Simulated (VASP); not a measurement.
# C (P6_3/mmc) in VASP: settings compared, part 2 of 2

VASP 6.6.1. The steps go on from the part before.

**3. Single point, optB88-vdW**

Input file INCAR:

```
SYSTEM = C
  AGGAC = 0.0
  ALGO = Normal
  EDIFF = 1E-6
  ENCUT = 520
  GGA = BO
  ISIF = 2
  ISMEAR = -1
  LASPH = .True.
  LCHARG = .False.
  LREAL = .False.
  LUSE_VDW = .True.
  LWAVE = .False.
  NBANDS = 16
  NELM = 100
  PARAM1 = 0.1833333333
  PARAM2 = 0.22
  PREC = Accurate
  SIGMA = 0.05
```

Input file KPOINTS:

```
k-points
0
Gamma
  16 16 4
  0 0 0
```

Input file POSCAR:

```
C
1.0
    2.4610000000      0.0000000000      0.0000000000
   -1.2305000000      2.1312885187      0.0000000000
    0.0000000000      0.0000000000      6.7080000000
C
4
Direct
    0.0000000000      0.0000000000      0.2500000000
    0.3333333333      0.6666666667      0.2500000000
    0.0000000000      0.0000000000      0.7500000000
    0.6666666667      0.3333333333      0.7500000000
```

Potentials or basis: VASP PAW PBE potentials, release 64 (C).

Started as:

```
$ cat potpaw_PBE.64/C/POTCAR > POTCAR
$ mpirun -np 1 vasp_std > vasp.out
```

OUTCAR:

```text
SYSTEM = C
   EDIFF = 1E-6
   ENCUT = 520
   GGA = BO
   ISIF = 2
   ISMEAR = -1
   LASPH = .True.
   LREAL = .False.
   NELM = 100
   PREC = Accurate

 ion  position               nearest neighbor table
   1  0.000  0.000  0.250-   2 1.42   2 1.42   2 1.42
   2  0.333  0.667  0.250-   1 1.42   1 1.42   1 1.42
   3  0.000  0.000  0.750-   4 1.42   4 1.42   4 1.42
   4  0.667  0.333  0.750-   3 1.42   3 1.42   3 1.42

  LATTYP: Found a hexagonal cell.
 ALAT       =     2.4610000000
 C/A-ratio  =     2.7257212515

  Lattice vectors:

 A1 = (   2.4610000000,   0.0000000000,   0.0000000000)
 A2 = (  -1.2305000000,   2.1312885187,   0.0000000000)
 A3 = (   0.0000000000,   0.0000000000,   6.7080000000)

Analysis of symmetry for initial positions (statically):
=====================================================================
 Subroutine PRICEL returns:
 Original cell was already a primitive cell.

 Routine SETGRP: Setting up the symmetry group for a
 hexagonal supercell.

 Subroutine GETGRP returns: Found 24 space group operations
 (whereof 12 operations were pure point group operations)
 out of a pool of 24 trial point group operations.

The static configuration has the point symmetry D_3d.
 The point group associated with its full space group is D_6h.

Analysis of symmetry for dynamics (positions and initial velocities):
=====================================================================
 Subroutine PRICEL returns:
 Original cell was already a primitive cell.

 Routine SETGRP: Setting up the symmetry group for a
 hexagonal supercell.

 Subroutine GETGRP returns: Found 24 space group operations
 (whereof 12 operations were pure point group operations)
 out of a pool of 24 trial point group operations.

The dynamic configuration has the point symmetry D_3d.
 The point group associated with its full space group is D_6h.

 Subroutine INISYM returns: Found 24 space group operations
 (whereof 12 operations are pure point group operations),
 and found     1 'primitive' translations

----------------------------------------------------------------------------------------

                                     Primitive cell

  volume of cell :      35.1841

  direct lattice vectors                    reciprocal lattice vectors
     2.461000000  0.000000000  0.000000000     0.406338887  0.234599866  0.000000000
    -1.230500000  2.131288519  0.000000000     0.000000000  0.469199731  0.000000000
     0.000000000  0.000000000  6.708000000     0.000000000  0.000000000  0.149075730

  length of vectors
     2.461000000  2.461000000  6.708000000     0.469199731  0.469199731  0.149075730

  position of ions in fractional coordinates (direct lattice)
     0.000000000  0.000000000  0.250000000
     0.333333333  0.666666667  0.250000000
     0.000000000  0.000000000  0.750000000
     0.666666667  0.333333333  0.750000000

  ion indices of the primitive-cell ions
   primitive index   ion index
                 1           1
                 2           2
                 3           3
                 4           4

----------------------------------------------------------------------------------------

 KPOINTS: k-points

Automatic generation of k-mesh.
 Grid dimensions read from file:
 generate k-points for:   16   16    4

 Generating k-lattice:

  Cartesian coordinates                     Fractional coordinates (reciprocal lattice)
     0.025396180  0.014662492  0.000000000     0.062500000  0.000000000  0.000000000
     0.000000000  0.029324983  0.000000000     0.000000000  0.062500000  0.000000000
     0.000000000  0.000000000  0.037268933     0.000000000  0.000000000  0.250000000

  Length of vectors
     0.029324983  0.029324983  0.037268933

  Shift w.r.t. Gamma in fractional coordinates (k-lattice)
     0.000000000  0.000000000  0.000000000

 Subroutine IBZKPT returns following result:
 ===========================================

 Found     90 irreducible k-points:

 Following reciprocal coordinates:
            Coordinates               Weight
  0.000000  0.000000  0.000000      1.000000
  0.062500  0.000000  0.000000      6.000000
  0.125000  0.000000  0.000000      6.000000
  0.187500 -0.000000  0.000000      6.000000
  0.250000  0.000000  0.000000      6.000000
  0.312500  0.000000  0.000000      6.000000
[... 16 lines left out ...]
  0.187500  0.187500  0.000000      6.000000
  0.250000  0.187500  0.000000     12.000000
 [... further k-points ...]
   k-points           NKPTS =     90   k-points in BZ     NKDIM =     90   number of bands    NBANDS=     16
   number of dos      NEDOS =    301   number of ions     NIONS =      4
   total plane-waves  NPLWV =  16200
   dimension x,y,z NGX =    18 NGY =   18 NGZ =   50
   dimension x,y,z NGXF=    36 NGYF=   36 NGZF=  100
   ions per type =               4
   NGX,Y,Z   is equivalent  to a cutoff of  12.16, 12.16, 12.39 a.u.
   NGXF,Y,Z  is equivalent  to a cutoff of  24.32, 24.32, 24.78 a.u.
 SYSTEM =  C
   PREC   = accura    normal or accurate (medium, high low for compatibility)
   ISTART =      0    job   : 0-new  1-cont  2-samecut
   ICHARG =      2    charge: 1-file 2-atom 10-const
   ISPIN  =      1    spin polarized calculation?
   LNONCOLLINEAR =      F non collinear calculations
   LSORBIT =      F    spin-orbit coupling
   LASPH  =      T    aspherical Exc in radial PAW
   ENCUT  =  520.0 eV  38.22 Ry    6.18 a.u.   4.58  4.58 12.47*2*pi/ulx,y,z
   NELM   =    100;   NELMIN=  2; NELMDL= -5     # of ELM steps
   EDIFF  = 0.1E-05   stopping-criterion for ELM
   LREAL  =      F    real-space projection
[... 7 lines left out ...]
   TEBEG  =    0.0;   TEEND  =   0.0 temperature during run
   PSTRESS=    0.0 pullay stress
   NELECT =      16.0000    total number of electrons
   NUPDOWN=      -1.0000    fix difference up-down
   EMIN   =  10.00;   EMAX   =-10.00  energy-range for DOS
   EFERMI =   0.00;   METHOD = LEGACY
   ISMEAR =    -1;   SIGMA  =   0.05  broadening in eV -4-tet -1-fermi 0-gaus
   EFERMI_NEDOS =   21; number of points for ismear=-14 and -15
   IALGO  =     38    algorithm
   IMIX   =      4    mixing-type and parameters
     AMIX     =   0.40;   BMIX     =  1.00
     AMIX_MAG =   1.60;   BMIX_MAG =  1.00
  volume/ion in A,a.u.               =       8.80        59.36
  Fermi-wavevector in a.u.,A,eV,Ry     =   1.258923  2.379020 21.563700  1.584887
  Thomas-Fermi vector in A             =   2.392508
   LORBIT       =      0    0 simple, 1 ext, 2 COOP (PROOUT), +10 PAW based schemes
   GGA     = BO    functional components
   LHFCALC =     F    Hartree Fock is set to
   AEXX    =    0.0000 exact exchange contribution
   IVDW_NL    =     1    kernel type
   BPARAM     = 6.3000
   IVDW    =     0    specifies the selected vdW correction
   LEPSILON=     F    determine dielectric tensor
   LRPA    =     F    only Hartree local field effects (RPA)
 non-spin polarized calculation
  energy-cutoff  :      520.00
  volume of cell :       35.18
 maximum number of plane-waves:       979
   NGX =  9   NGY =  9   NGZ = 25

 number of electron      15.9999994 magnetization

 Free energy of the ion-electron system (eV)
  ---------------------------------------------------
  ext. energy  EPLUGINS =         0.00000000
  ---------------------------------------------------
  free energy    TOTEN  =       -32.11408959 eV

  energy without entropy =      -32.11404304  energy(sigma->0) =      -32.11406632

 E-fermi :   4.6239     XC(G=0): -10.5089

 val. band max:        4.3541816238   @ k =   0.3125   0.3125   0.0000
 cond. band min:       4.8991352261   @ k =   0.3125   0.3125   0.0000
 fundamental gap:      0.5449536024
 Fermi energy:         4.6238778433

 k-point     1 :       0.0000    0.0000    0.0000
  band No.  band energies     occupation
      1     -15.0375      2.00000
      2     -14.7292      2.00000
      3      -3.9879      2.00000
      4      -1.9693      2.00000
      5       1.4543      2.00000
      6       1.4543      2.00000
[... 8 lines left out ...]
     15      15.9271      0.00000
     16      16.1405      0.00000
[... 419 lines left out ...]
 k-point    24 :       0.2500    0.1875    0.0000
  band No.  band energies     occupation
      1     -11.6760      2.00000
      2     -11.4317      2.00000
      3      -5.1915      2.00000
      4      -5.0932      2.00000
      5      -3.3420      2.00000
      6      -3.2714      2.00000
[... 8 lines left out ...]
     15      17.0946      0.00000
     16      17.9154      0.00000

 [... further k-points ...]
[... 5 lines left out ...]
  --------------------------------------------------------------------------------------
  -------------------------------------------------------------------------------------
  Total        0.5700681      0.5700681     -0.0214823      0.0000000     -0.0000000      0.0000000
  in kB       25.9591465     25.9591465     -0.9782392      0.0000000     -0.0000000      0.0000000
  external PRESSURE =      16.9800180 kB  Pullay stress =       0.0000000 kB

 VOLUME and BASIS-vectors are now :
 -----------------------------------------------------------------------------
  energy-cutoff  :      520.00
  volume of cell :       35.18
      direct lattice vectors                 reciprocal lattice vectors
     2.461000000  0.000000000  0.000000000     0.406338887  0.234599866  0.000000000
    -1.230500000  2.131288519  0.000000000     0.000000000  0.469199731  0.000000000
     0.000000000  0.000000000  6.708000000     0.000000000  0.000000000  0.149075730

 POSITION                                       TOTAL-FORCE (eV/Angst)
 -----------------------------------------------------------------------------------
      0.00000      0.00000      1.67700         0.000000      0.000000      0.000000
     -0.00000      1.42086      1.67700        -0.000000      0.000000     -0.000000
      0.00000      0.00000      5.03100        -0.000000      0.000000      0.000000
      1.23050      0.71043      5.03100         0.000000      0.000000     -0.000000
 -----------------------------------------------------------------------------------
    total drift:                                0.000000     -0.000000      0.000000

  FREE ENERGIE OF THE ION-ELECTRON SYSTEM (eV)
  ---------------------------------------------------
  free  energy   TOTEN  =       -32.1140895882 eV

  energy  without entropy=      -32.1140430447  energy(sigma->0) =      -32.11406632

Total vdW correction in eV:      2.2059940
```

stdout:

```text
POSCAR found type information on POSCAR C
 POSCAR found :  1 types and       4 ions
 scaLAPACK will be used
 -----------------------------------------------------------------------------
|                                                                             |
|                                                                             |
|     You have switched on vdW-DFT.                                           |
[... 15 lines left out ...]
|                                                                             |
 -----------------------------------------------------------------------------

 LDA part: xc-table for (Slater+PW92), standard interpolation
 POSCAR, INCAR and KPOINTS ok, starting setup
 FFT: planning ... GRIDC
 FFT: planning ... GRID_SOFT
 FFT: planning ... GRID
 WAVECAR not read
 entering main loop
```

Run time: 35 s. Hardware: 1 thread of Intel Xeon Platinum 8488C (Sapphire Rapids), shared host; peak memory 0.29 GiB.

What came out:

```
Free energy            : -32.1141 eV
Pressure               : 1.7 GPa
Band gap on the k mesh : 0.54 eV, direct
```

Levels at points of the mesh, in eV from the valence-band top:
```
           k point  band 6  band 7  band 8  band 9  band 10  band 11
(0.00, 0.00, 0.00)   -2.90   -2.88   -2.88    4.27     8.62     8.62
(0.50, 0.00, 0.00)   -6.20   -2.56   -1.86    1.72     2.41     7.58
(0.00, 0.00, 0.50)   -2.89   -2.89   -2.89    6.94     6.94     8.64
(0.50, 0.00, 0.50)   -6.23   -2.14   -2.14    1.86     1.86     7.77
```

Caveat: the PAW data sets were made with another functional, which shifts forces and pressure a little. A k mesh can miss the band edges.

**4. Single point, optB86b-vdW**

Changes to INCAR since step 3:

```diff
@@ -5,3 +5,3 @@
   ENCUT = 520
-  GGA = BO
+  GGA = MK
   ISIF = 2
@@ -15,4 +15,4 @@
   NELM = 100
-  PARAM1 = 0.1833333333
-  PARAM2 = 0.22
+  PARAM1 = 0.1234
+  PARAM2 = 1.0
   PREC = Accurate
```

KPOINTS is that of step 3.

POSCAR is that of step 3.

Started as:

```
$ cat potpaw_PBE.64/C/POTCAR > POTCAR
$ mpirun -np 1 vasp_std > vasp.out
```

Wall time 35 s (1 thread of Intel Xeon Platinum 8488C (Sapphire Rapids), shared host); peak memory 0.29 GiB.

It converged, with:

```
Free energy            : -32.5452 eV
Pressure               : 2.0 GPa
Band gap on the k mesh : 0.55 eV, direct
```

Stress tensor (GPa, compression positive):
```
 3.28  0.00  0.00
 0.00  3.28  0.00
 0.00  0.00 -0.49
```

Levels at points of the mesh, in eV from the valence-band top:
```
           k point  band 6  band 7  band 8  band 9  band 10  band 11
(0.00, 0.00, 0.00)   -2.82   -2.81   -2.81    4.28     8.60     8.60
(0.50, 0.00, 0.00)   -6.16   -2.57   -1.87    1.72     2.41     7.54
(0.00, 0.00, 0.50)   -2.81   -2.81   -2.81    6.95     6.95     8.63
(0.50, 0.00, 0.50)   -6.19   -2.15   -2.15    1.86     1.86     7.74
```

Caveat: the PAW data sets were made with another functional, which shifts forces and pressure a little. A k mesh can miss the band edges.

**5. Single point, rev-vdW-DF2**

Changes to INCAR since step 4:

```diff
@@ -16,4 +16,5 @@
   PARAM1 = 0.1234
-  PARAM2 = 1.0
+  PARAM2 = 0.711357
   PREC = Accurate
   SIGMA = 0.05
+  ZAB_VDW = -1.8867
```

KPOINTS is that of step 4.

POSCAR is that of step 4.

Started as:

```
$ cat potpaw_PBE.64/C/POTCAR > POTCAR
$ mpirun -np 1 vasp_std > vasp.out
```

It took 35 s on 1 thread of Intel Xeon Platinum 8488C (Sapphire Rapids), shared host; peak memory 0.29 GiB.

The run converged. Its results:

| Quantity | Value |
| --- | --- |
| Free energy | -33.1580 eV |
| Pressure | 1.4 GPa |
| Band gap on the k mesh | 0.54 eV, direct |

Stress tensor (GPa, compression positive):
```
 2.37  0.00  0.00
 0.00  2.37  0.00
 0.00  0.00 -0.45
```

Levels at points of the mesh, in eV from the valence-band top:
```csv
k point,band 4,band 5,band 6,band 7,band 8,band 9,band 10,band 11,band 12,band 13
"(0.00, 0.00, 0.00)",-6.34,-2.84,-2.84,-2.82,-2.82,4.16,8.60,8.60,8.65,8.65
"(0.50, 0.00, 0.00)",-12.93,-6.23,-6.17,-2.57,-1.87,1.70,2.41,7.54,7.95,11.20
"(0.00, 0.00, 0.50)",-7.46,-2.83,-2.83,-2.83,-2.83,6.84,6.84,8.62,8.62,8.62
"(0.50, 0.00, 0.50)",-12.99,-6.20,-6.20,-2.15,-2.15,1.84,1.84,7.74,7.74,12.56
```

Caveat: the PAW data sets were made with another functional, which shifts forces and pressure a little. A k mesh can miss the band edges.

**6. Single point, SCAN**

Input file INCAR:

```
SYSTEM = C
  ALGO = Normal
  EDIFF = 1E-6
  ENCUT = 520
  ISIF = 2
  ISMEAR = -1
  LASPH = .True.
  LCHARG = .False.
  LMIXTAU = .True.
  LREAL = .False.
  LWAVE = .False.
  METAGGA = SCAN
  NBANDS = 16
  NELM = 100
  PREC = Accurate
  SIGMA = 0.05
```

KPOINTS is that of step 5.

POSCAR is that of step 5.

Potentials or basis: VASP PAW PBE potentials, release 64 (C).

Started as:

```
$ cat potpaw_PBE.64/C/POTCAR > POTCAR
$ mpirun -np 1 vasp_std > vasp.out
```

Run time: 2.5 min. Hardware: 1 thread of Intel Xeon Platinum 8488C (Sapphire Rapids), shared host; peak memory 0.16 GiB.

Results (log left out):

| Quantity | Value |
| --- | --- |
| Free energy | -40.3732 eV |
| Pressure | -2.4 GPa |
| Band gap on the k mesh | 0.59 eV, direct |

Stress tensor (GPa, compression positive):
```
-4.19  0.00  0.00
 0.00 -4.19  0.00
 0.00  0.00  1.15
```

Levels at points of the mesh, in eV from the valence-band top:
```
           k point  band 5  band 6  band 7  band 8  band 9  band 10  band 11  band 12
(0.00, 0.00, 0.00)   -3.12   -3.12   -3.10   -3.10    4.51     9.11     9.11     9.17
(0.50, 0.00, 0.00)   -6.63   -6.58   -2.69   -1.97    1.83     2.57     7.83     8.25
(0.00, 0.00, 0.50)   -3.11   -3.11   -3.11   -3.11    7.28     7.28     9.14     9.14
(0.50, 0.00, 0.50)   -6.60   -6.60   -2.27   -2.27    1.98     1.98     8.04     8.04
```

Caveat: the PAW data sets were made with another functional, which shifts forces and pressure a little. A k mesh can miss the band edges.

**7. The runs side by side**

| level | gap on the mesh (eV) | pressure (GPa) |
| --- | --- | --- |
| vdW-DF2 | 0.54 | 5.7 |
| optB88-vdW | 0.54 | 1.7 |
| optB86b-vdW | 0.55 | 2.0 |
| rev-vdW-DF2 | 0.54 | 1.4 |
| SCAN | 0.59 | -2.4 |

Alike in all rows: task single point; potentials or basis VASP PAW PBE potentials, release 64 (C); no spin polarisation; cell as given; k mesh 16 × 16 × 4; cutoff (eV) 520; smearing fermi-dirac 0.05 eV.

On the cell as given the gap runs from 0.54 eV (rev-vdW-DF2) to 0.59 eV (SCAN). The pressure there spans -2.4 GPa (SCAN) to 5.7 GPa (vdW-DF2); a positive pressure means that this level wants a larger cell, a negative one a smaller.

Caveats: the PAW data sets were made with another functional, which shifts forces and pressure a little.

Total energies depend on the potentials used, so only differences within one code and one set of settings carry meaning.
